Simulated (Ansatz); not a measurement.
The cell is COD entry 9008833, as deposited and not checked against the literature; nothing was relaxed.

An input for BAs: DFT, PBE, PAW with Ansatz's default frozen-core files, fully relativistic files with spin-orbit coupling (Ansatz 0.2.0).

```yaml
crystal:
  lattice:
    - [0.0, 2.3885, 2.3885]
    - [2.3885, 0.0, 2.3885]
    - [2.3885, 2.3885, 0.0]
  atoms:
    - { symbol: B, position: [0.0, 0.0, 0.0] }
    - { symbol: As, position: [0.75, 0.75, 0.75] }
kpoints:
  mp_grid: { grid: [13, 13, 13] }
  band_path:
    path:
      - [0.0, 0.0, 0.0]
      - [-0.5, -0.5, 0.0]
      - [-0.375, -0.375, 0.25]
      - [-0.375, 0.0, 0.375]
      - [0.0, 0.0, 0.0]
      - [0.0, 0.0, 0.5]
      - [-0.5, -0.25, 0.25]
      - [-0.5, -0.5, 0.0]
    npoints: 5
scf:
  occupations: { method: fermi_dirac, width: 0.05 }
hamiltonian:
  xc: pbe
  pseudopotentials: { kind: paw_fr }
output:
  forces: true
  stress: true
  eigenvalues: true
  efg: { contact_densities: true }
magnetization:
  noncollinear: true
  spin_orbit: true
```

The results part of the log:

```
SCF 1 converged in 7 iterations: F = -5012.226816 eV  dr2 = 4.76e-9
  greatest PAW one-centre occupation: 0.999 electrons in one spin orbital (limit 2), on the As atom at site 1 (counted from 0), in its partial waves of l = 2
NSCF: frozen V_eff on 36 k-points
SCF converged after 7 iterations
Magnetization: |M| = 0.0000 μB,  M = (+0.0000, +0.0000, +0.0000) μB
Absolute magnetization: 0.0000 μB (∫|m|)
  site 0: m = (+0.0000, +0.0000, +0.0000) μB, |m| = 0.0000 μB  (R = 0.85 Å)
  site 1: m = (+0.0000, +0.0000, +0.0000) μB, |m| = 0.0000 μB  (R = 0.85 Å)
Free energy (F): -5012.226816 eV
Harris-Foulkes:  -5012.226816 eV  (|F-HF|=1.82e-10)
Internal energy: -5012.226815 eV  (E = F + TS)
E sigma→0 (E₀):  -5012.226816 eV
Entropy (-TS):   -0.000000 eV (-0.000 meV/atom)
Fermi energy:    11.723854 eV
--- Per-component energies (eV) ---
  E_band       = -210.223579
  E_kinetic    = 152.100982
  E_local      = -1694.026558  (includes V_loc(G=0)·N_el)
  E_nonlocal   = -657.475045
  E_hartree    = 940.099660
  E_xc         = -111.437511
  E_vxc        = -117.665373  (∫ρ·V_xc dr)
  E_paw        = -1915.713353  (= ΣΔE_a)
  E_vpaw       = 226.641836  (= ΣTr[D̂ρ^β])
  E_aug_tail   = 0.000007  (compensation charges beyond the density's cutoff)
  E_ewald      = -1725.774997
  E_smearing   = -0.000000  (= −TS)
  E_closure    = 0.000000  (closes the sum)
  Σ components = -5012.226816   (vs F -5012.226816, Δ=0.00e0)
--- Forces (eV/Å), atoms counted from 1 ---
  atom   1  B     -0.00000000     0.00000000     0.00000000
  atom   2  As     0.00000000     0.00000000    -0.00000000
  max |Σ_I F_I| component: 5.18e-16 eV/Å
--- Stress (GPa, compression-positive) ---
        2.760496      -0.000000      -0.000000
        0.000000       2.760496       0.000000
       -0.000000       0.000000       2.760496
  P = ⅓ Tr σ = 2.7605 GPa (27.605 kbar)
--- PAW observables at the nuclei: V_zz in 10²¹ V/m², potentials from the cell's mean, atoms counted from 1 ---
  atom   1  B  V_zz =    -0.000000   η = 0.0000   by run symmetry: forbidden
            electrostatic potential = -326.799362 V   contact ρ = 486.288609 e/Å³
  atom   2  As V_zz =    -0.000000   η = 0.0000   by run symmetry: forbidden
            electrostatic potential = -4516.943806 V   contact ρ = 235673.353771 e/Å³
--- Band table (eV; the first three rows and the last of 84) ---
  k-point 0: bands = ["-25.1042", "-25.1042", "-25.1042", "-25.1042", "-24.3876", "-24.3876", "-24.3737", "-24.3737", "-24.3737", "-24.3737", "-4.2767", "-4.2767", "10.9816", "10.9816", "11.1899", "11.1899", "11.1899", "11.1899", "14.2655", "14.2655", "14.4792", "14.4792", "14.4792", "14.4792", "15.7996", "15.7996"]
  k-point 1: bands = ["-25.1043", "-25.1039", "-25.1039", "-25.1039", "-24.3872", "-24.3872", "-24.3738", "-24.3738", "-24.3735", "-24.3731", "-4.1794", "-4.1794", "10.1996", "10.1996", "10.8763", "10.8763", "11.0010", "11.0023", "14.4822", "14.4822", "14.6510", "14.6510", "14.7266", "14.7280", "16.3425", "16.3425"]
  k-point 2: bands = ["-25.1042", "-25.1036", "-25.1029", "-25.1029", "-24.3862", "-24.3862", "-24.3740", "-24.3740", "-24.3725", "-24.3718", "-3.8900", "-3.8900", "8.4713", "8.4713", "10.4505", "10.4505", "10.5859", "10.5878", "14.4548", "14.4548", "15.1327", "15.1327", "15.2677", "15.2708", "17.5624", "17.5624"]
  k-point 83: bands = ["-25.1011", "-25.0994", "-25.0989", "-25.0970", "-24.3814", "-24.3780", "-24.3709", "-24.3704", "-24.3688", "-24.3681", "-0.0241", "-0.0238", "3.0791", "3.1544", "5.4647", "5.5871", "6.1875", "6.2578", "16.1529", "16.1644", "16.8622", "16.8711", "17.5860", "17.7077", "18.9603", "19.0726"]
```
